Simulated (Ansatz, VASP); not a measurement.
**One calculation of SnTe3, two programs**

INCAR

```
  PREC = Accurate
  ENCUT = 520
  EDIFF = 1E-7
  ISMEAR = 0
  SIGMA = 0.1
  LREAL = False
  LASPH = True
  NELM = 60
  ALGO = Normal
  ISIF = 2
  LWAVE = False
  LCHARG = False
  GGA = PE
  NBANDS = 24
```

KPOINTS

```
Automatic mesh
0
Gamma
  5 5 5
```

The input POSCAR:

```
SnTe3
1.0
    0.0000000000      3.8612190000      3.8612190000
    3.8612190000      0.0000000000      3.8612190000
    3.8612190000      3.8612190000      0.0000000000
Sn Te
1 3
Direct
    0.0000000000      0.0000000000      0.0000000000
    0.2500000000      0.2500000000      0.2500000000
    0.7500000000      0.7500000000      0.7500000000
    0.5000000000      0.5000000000      0.5000000000
```

Input for Ansatz:

```yaml
crystal:
  lattice:
    - [0.0, 3.861219, 3.861219]
    - [3.861219, 0.0, 3.861219]
    - [3.861219, 3.861219, 0.0]
  atoms:
    - { symbol: Sn, position: [0.0, 0.0, 0.0] }
    - { symbol: Te, position: [0.25, 0.25, 0.25] }
    - { symbol: Te, position: [0.75, 0.75, 0.75] }
    - { symbol: Te, position: [0.5, 0.5, 0.5] }
basis:
  ecutwfc: 420
kpoints:
  mp_grid: { grid: [5, 5, 5] }
hamiltonian:
  xc: pbe
scf:
  occupations: { method: gaussian, width: 0.1 }
output:
  forces: true
  stress: true
  eigenvalues: true
```

Alike in both runs: task single point; functional PBE; k mesh 5 × 5 × 5; occupations gaussian, width 0.1 eV; no spin polarisation.

|  | VASP | Ansatz |
| --- | --- | --- |
| version | VASP 6.6.1 | Ansatz 0.2.0 |
| potentials or method | VASP PAW PBE potentials, release 64 (Sn_d, Te) | scalar-relativistic, plane waves, PAW |
| plane-wave cutoff (eV) | 520 | 420 |
| valence electrons in the cell | 32 | 62 |

|  | VASP | Ansatz | Ansatz less VASP |
| --- | --- | --- | --- |
| gap on the k mesh at the Fermi level (eV) | none | none | - |
| pressure (GPa) | 0.3 | 0.3 | +0.05 |

A gap of «none» marks a metal or a gap that the smearing closes. The two sets of potentials don't hold the same shells in valence.

Spin-orbit coupling is left out, which matters for the levels of Te.
